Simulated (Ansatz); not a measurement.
The system is ZnS (Wurtzite-4H).

```
Zn S
1.0
     3.82270    0.00000    0.00000
    -1.91135    3.31056    0.00000
     0.00000    0.00000   12.52000
Zn S
4 4
Direct
  0.66667 0.33333 0.75000
  0.33333 0.66667 0.25000
  0.00000 0.00000 0.50000
  0.00000 0.00000 0.00000
  0.66667 0.33333 0.93750
  0.33333 0.66667 0.43750
  0.00000 0.00000 0.68750
  0.00000 0.00000 0.18750
```

* Program: Ansatz 0.2.0
* Task: relaxation of cell and atoms
* Functional: rPW86-PBE
* Potentials or basis: Ansatz PAW
* Cutoff: 420 eV (not typed: the program's choice for these potentials)
* k mesh: 8 × 8 × 3
* Occupations: fermi-dirac, width 0.05 eV
* Spin: no spin polarisation

At the start: volume 19.81 Å³/atom.

Where does the relaxation end?

It ends after 5 steps and the volume is 20.90 Å³/atom (+5.5 %); space group P6_3mc (No. 186, to 0.05 Å).

The path:
| step | energy change (eV) | largest force (eV/Å) | volume (Å³) |
| --- | --- | --- | --- |
| 1 | 0.0000 | 0.0516 | 158.44 |
| 2 | -0.0833 | 0.0183 | 163.56 |
| 3 | -0.0987 | 0.0045 | 166.88 |
| 4 | -0.0987 | 0.0052 | 167.20 |
| 5 | -0.1015 | 0.0052 | 167.20 |

Final structure:
```cif
data_structure
_symmetry_space_group_name_H-M 'P 1'
_symmetry_Int_Tables_number 1
_cell_length_a 3.8918
_cell_length_b 3.8918
_cell_length_c 12.7466
_cell_angle_alpha 90.000
_cell_angle_beta 90.000
_cell_angle_gamma 120.000
_cell_volume 167.20
loop_
_atom_site_label
_atom_site_type_symbol
_atom_site_fract_x
_atom_site_fract_y
_atom_site_fract_z
_atom_site_occupancy
Zn1 Zn 0.66667 0.33333 0.75007 1
Zn2 Zn 0.33333 0.66667 0.25007 1
Zn3 Zn 0.00000 0.00000 0.50019 1
Zn4 Zn 0.00000 0.00000 0.00019 1
S1 S 0.66667 0.33333 0.93756 1
S2 S 0.33333 0.66667 0.43756 1
S3 S 0.00000 0.00000 0.68718 1
S4 S 0.00000 0.00000 0.18718 1
```

Caveat: the plane-wave basis is chosen anew once the cell has moved, so the energies of steps on either side of that aren't comparable; the PAW data sets come from PBE, with cores solved anew for the run's functional, which leaves a small shift of forces and pressure.
